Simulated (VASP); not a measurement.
Crystal: Yb.

```
Yb
1.0
     0.00000    2.74310    2.74310
     2.74310    0.00000    2.74310
     2.74310    2.74310    0.00000
Yb
1
Direct
  0.00000 0.00000 0.00000
```

Base run:

| Quantity | Value |
| --- | --- |
| Program | VASP 6.6.1 |
| Functional | LDA |
| Potentials or basis | VASP PAW PBE potentials, release 64 (Yb) |
| Cutoff | 520 eV |
| k mesh | 8 × 8 × 8 |
| Occupations | gaussian, width 0.02 eV |
| Spin | collinear spin, ferromagnetic start |
| Starting moments | [1.0] μB |

Its results: band gap on the k mesh none (metal or under the smearing width); pressure -5.2 GPa; net moment 0.00 μB per cell.

Question: The run is repeated on the same cell with these changes: functional from LDA to RPBE; further incar settings from ALGO = Normal; EDIFF = 1e-07 to ALGO = Normal; EDIFF = 1e-06; NBANDS = 22. What comes out?

Answer: Band gap on the k mesh none (metal or under the smearing width); pressure -1.7 GPa; net moment 0.02 μB per cell.

Caveats: the PAW data sets were made with another functional, which shifts forces and pressure a little; spin-orbit coupling is left out, which moves the levels of the heavy elements.
